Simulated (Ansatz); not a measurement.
# Te2Mo monolayer (1T) under uniaxial strain along the armchair direction, normal to a, with the width clamped, part 3 of 3

Aim: how do the optical modes of Te2Mo monolayer (1T) shift and split under this strain?

Ansatz 0.2.0; DFT PBEsol, scalar-relativistic, plane waves, PAW; PAW set soft_1.

So far, highest optical mode at the zone centre (no LO-TO term) (cm⁻¹): step 5 (modes at rest) 249; step 7 (strain 5 %) 252.

### 9. Zone-centre modes of the member: uniaxial strain of -3 % along the armchair direction, normal to a, with the width clamped

The zone-centre modes follow for uniaxial strain of -3 % along the armchair direction, normal to a, with the width clamped.

Contents of input.yaml:

```yaml
crystal:
  lattice:
    - [3.4296028271, 0.0, 0.0]
    - [-1.7148014135, 2.881019478, 0.0]
    - [0.0, 0.0, 30.424]
  atoms:
    - { symbol: Mo, position: [0.0, 0.0, 0.328687878] }
    - { symbol: Te, position: [0.3366161797, 0.6732323594, 0.3907187125] }
    - { symbol: Te, position: [0.6633838203, 0.3267676406, 0.2666570435] }
  periodic: [true, true, false]
kpoints:
  mp_grid: { grid: [15, 15, 1] }
hamiltonian:
  xc: pbesol
  pseudopotentials: { kind: paw, azcp: { folder: soft_1 }, xc_functional: pbe }
scf:
  occupations: { method: methfessel_paxton, width: 0.2 }
output:
  eigenvalues: true
phonons:
  method: dfpt
```

Launch:

```sh
> ansatz run input.yaml --threads 4 --pin off --max-ram 16384MiB --backend cpu --events-out ev --progress --plain --runs-dir out
```

Numbers of over 12 decimals in the logs are rounded to 6 here.

What it wrote:

```text
[...]
Crystal: 3 atoms, lattice volume = 300.612 Å³
Basis set: ecut = 420 eV, 5901 PW (Γ), exchange–correlation on 48×48×432 points (8 copies of the dense FFT grid, shifted against one another)
Bands: 28, of which v1, the nominal top of the filled ones, is band 23 counted from 1 (22 counted from 0)
Symmetry: 4 space group operations
[...]
k-point 63: bands = [... 19 lower, -7.8554, -7.5814, -6.7491, -4.4580, -4.0638, -2.9958, -2.7878, -1.1287, ... 1 higher]
  ° read free of the cell's end (the report's vacuum.weakly_bound_levels)
[...]
ASR residual: 1.142e-4 → 0.000e0 eV/Å²; symmetrization residual: 4.862e-5 eV/Å²
[...]
ASR residual per site (eV/Å²): 1.14e-4 6.25e-5 2.93e-5
  Γ frequencies (cm⁻¹): 0.00 0.00 0.00 112.03 113.32 165.05 180.95 187.11 247.41
[...]
[key lines of the parts left out:]
SCF converged after 11 iterations
Free energy (F): -18700.948796 eV
Fermi energy:    -4.254493 eV
```

The job ended after 2.7 min (4 threads of Arm Neoverse V1, shared host; peak memory 2 GiB).

This step gave:

```
sum-rule residual before enforcement                    : 1.14e-4 eV/Å²
highest optical mode at the zone centre (no LO-TO term) : 247.4 cm⁻¹
lowest optical zone-centre mode                         : 112.0 cm⁻¹
```

Patterns of degenerate modes are one choice out of their space. The modes at Γ (shares of kinetic energy by element, %):

| mode | frequency (cm⁻¹) | symmetry | Mo % | Te % |
| --- | --- | --- | --- | --- |
| 1 | 0.0 | acoustic | 27 | 73 |
| 2 | 0.0 | acoustic | 27 | 73 |
| 3 | 0.0 | acoustic | 27 | 73 |
| 4 | 112.0 | Bg | 0 | 100 |
| 5 | 113.3 | Ag | 0 | 100 |
| 6 | 165.1 | Ag | 0 | 100 |
| 7 | 180.9 | Au | 73 | 27 |
| 8 | 187.1 | Bu | 73 | 27 |
| 9 | 247.4 | Bu | 73 | 27 |

The lowest optical mode is real, 112 cm⁻¹, and the highest lies at 247.4 cm⁻¹.

### 10. All members side by side

The members are set side by side, also those not shown above.

Energies are extrapolated to zero smearing, and E0 is that at rest; the cell is clamped and the atoms are relaxed; all runs use 15×15×1 k points and Methfessel-Paxton smearing of 0.2 eV. State of the crystal along the series:

| strain (%) | E - E0 (meV/atom) |
| --- | --- |
| -3 | 10.29 |
| -2 | 4.368 |
| -1 | 1.029 |
| 0 | 0 |
| 1 | 1.07 |
| 2 | 4.053 |
| 3 | 8.755 |
| 4 | 15.01 |
| 5 | 22.64 |

Optical modes are counted from below at rest and tracked from member to member by their patterns, and modes that stay within 0.3 cm⁻¹ of each other stand once; labels, where given, are those at rest, then, where named, those of the strained cell; the cell is clamped and the atoms are relaxed; all runs use 15×15×1 k points and Methfessel-Paxton smearing of 0.2 eV. Optical modes along the series:

| strain (%) | optical mode 1 Eg to Ag single part (cm⁻¹) | optical mode 2 Eg to Bg single part (cm⁻¹) | optical mode 3 A1g to Ag (cm⁻¹) | optical mode 4 Eu to Bu single part (cm⁻¹) | optical mode 5 Eu to Au single part (cm⁻¹) | optical mode 6 A2u to Bu (cm⁻¹) |
| --- | --- | --- | --- | --- | --- | --- |
| -3 | 113.3 | 112 | 165.1 | 187.1 | 180.9 | 247.4 |
| -2 | 113.1 | 112.2 | 164.8 | 185.3 | 181.1 | 247.9 |
| -1 | 112.8 | 112.4 | 163.8 | 183.1 | 180.9 | 248.4 |
| 0 | 112.6 | 112.6 | 163 | 180.7 | 180.7 | 249.1 |
| 1 | 112.3 | 112.8 | 162.2 | 178 | 180.4 | 249.7 |
| 2 | 112 | 113 | 161.5 | 175 | 179.9 | 250.2 |
| 3 | 111.7 | 113.1 | 160.8 | 171.7 | 179.2 | 250.8 |
| 4 | 111.3 | 113.3 | 160 | 168.1 | 178.5 | 251.2 |
| 5 | 111 | 113.5 | 159.2 | 164.1 | 177.6 | 251.5 |

Value and slope at zero strain of a cubic (a lower polynomial where under five rows exist) through the rows within 2 % of rest. Slopes at rest:

| mode | frequency (cm⁻¹) | shift per percent of strain (cm⁻¹) |
| --- | --- | --- |
| optical mode 1 Eg to Ag single part | 112.6 | -0.27 |
| optical mode 2 Eg to Bg single part | 112.6 | 0.2 |
| optical mode 3 A1g to Ag | 163 | -0.75 |
| optical mode 4 Eu to Bu single part | 180.7 | -2.55 |
| optical mode 5 Eu to Au single part | 180.7 | -0.27 |
| optical mode 6 A2u to Bu | 249 | 0.63 |

### 11. Summary of results

| Item | Value |
| --- | --- |
| members | 9 |
| highest optical mode at the zone centre (no LO-TO term), at rest | 249.1 cm⁻¹ |
| optical mode 3 A1g to Ag, shift per percent | -0.75 cm⁻¹ |
| optical mode 4 Eu to Bu single part, shift per percent | -2.55 cm⁻¹ |
| optical mode 5 Eu to Au single part, shift per percent | -0.27 cm⁻¹ |
| optical mode 6 A2u to Bu, shift per percent | 0.63 cm⁻¹ |

The strain lowers the symmetry: the level at 180.7 cm⁻¹ splits, into 164.1 and 177.6 cm⁻¹ at +5 %. Within 2 % of rest optical mode 5 Eu to Au single part bends away from a straight line, so a single slope holds only near rest. The fastest shift in the table of slopes is -2.5 cm⁻¹ for each percent (optical mode 4 Eu to Bu single part). The width is clamped, so the contraction across the strain that a free sheet shows is left out. These are harmonic frequencies at zero temperature: anharmonic shifts, linewidths and thermal expansion are left out. Spin-orbit coupling is left out, which can matter for the heavy elements here. With no gap, or one that is small against the smearing, the frequencies hang on the k mesh and the smearing, most of all near Kohn anomalies. A semilocal functional can close a gap that the real compound would have, so the metallic treatment may be an artefact of the level. The starting cell was built on a prototype and not taken from a measurement. The PAW files were made for PBE; the program adapts parts of them to the functional of the run, but their partial waves stay those of PBE, an approximation that was not tested in this session. Only the zone centre was solved, so an instability at another wavevector cannot show here.

[Logs are printed without paths, hosts, clocks, repeated set-up lines and the standing remarks that a program may print on its own settings, such as how far it seeks lower states.]

[Hosts, paths, dates, database ids (printed as entryN), source tags and the programs' standing remarks are cut or masked in the printed files.]
